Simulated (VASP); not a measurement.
VASP 6.6.1 run: SiO2

INCAR

```
IMIX = 1
EDIFF = 1E-7
ENCUT = 520
AMIX = 3
LREAL = .FALSE.
SIGMA = 0.02
NSW = 0
NBANDS = 25
IBRION = -1
PREC = Accurate
ISMEAR = -1
LASPH = .TRUE.
LWAVE = .FALSE.
GGA = PE
BMIX = 0.0001
NELM = 96
LCHARG = .FALSE.
ISIF = 2
```

KPOINTS

```
KPOINTS created by Atomic Simulation Environment
0
Gamma
6 6 10
0 0 0
```

POSCAR

```
Si O
 1.0000000000000000
     4.1851887985999996    0.0000000000000000    0.0000000000000000
     0.0000000000000000    4.1851887985999996    0.0000000000000000
     0.0000000000000000    0.0000000000000000    2.7222166888000001
 Si  O
   2   4
Cartesian
  0.0000000000000000  0.0000000000000000  0.0000000000000000
  2.0925943992999998  2.0925943992999998  1.3611083444000001
  1.2806985796412340  1.2806985796412340  0.0000000000000000
  0.8118958196587656  3.3732929789412340  1.3611083444000001
  3.3732929789412340  0.8118958196587656  1.3611083444000001
  2.9044902189587654  2.9044902189587654  0.0000000000000000
```

The recommended PBE PAW datasets give the neutral cell 32 valence electrons.

Command

```
mpirun -np 1 vasp_std
```

OSZICAR

```
N       E                     dE             d eps       ncg     rms          rms(c)
DAV:   1     0.135017166536E+03    0.13502E+03   -0.17647E+04  3000   0.123E+03
DAV:   2    -0.440268707555E+02   -0.17904E+03   -0.17051E+03  3844   0.277E+02
DAV:   3    -0.508583540946E+02   -0.68315E+01   -0.68005E+01  4014   0.515E+01
DAV:   4    -0.509022088645E+02   -0.43855E-01   -0.43839E-01  3547   0.480E+00
DAV:   5    -0.509025610923E+02   -0.35223E-03   -0.35217E-03  4036   0.410E-01    0.171E+01
DAV:   6    -0.223583187871E+03   -0.17268E+03   -0.87795E+02  3333   0.195E+02    0.840E+01
DAV:   7    -0.464450450078E+04   -0.44209E+04   -0.20248E+04  4096   0.102E+03    0.304E+02
DAV:   8    -0.403326645203E+05   -0.35688E+05   -0.14600E+05  3757   0.301E+03    0.115E+03
DAV:   9    -0.217511122926E+06   -0.17718E+06   -0.43111E+05  5759   0.284E+03    0.312E+03
```

Standard output (part)

```
POSCAR found type information on POSCAR SiO
 POSCAR found :  2 types and       6 ions
 LDA part: xc-table for (Slater+PW92), standard interpolation
 POSCAR, INCAR and KPOINTS ok, starting setup
 WAVECAR not read
 entering main loop
|     EEEEEEE  RRRRRR   RRRRRR   OOOOOOO  RRRRRR      ###     ###     ###     |
|     E        R     R  R     R  O     O  R     R     ###     ###     ###     |
|     E        R     R  R     R  O     O  R     R     ###     ###     ###     |
|     EEEEE    RRRRRR   RRRRRR   O     O  RRRRRR       #       #       #      |
|     E        R    R   R    R   O     O  R    R      ###     ###     ###     |
|     EEEEEEE  R     R  R     R  OOOOOOO  R     R     ###     ###     ###     |
|     ERROR FEXCP: supplied Exchange-correletion table                        |
|      is too small, maximal index : 10007                                    |
|       ---->  I REFUSE TO CONTINUE WITH THIS SICK JOB ... BYE!!! <----       |
```

VASP stopped with an error.

Task: What is wrong with this input?

Result: Mixing far too strong. VASP stopped with an error.
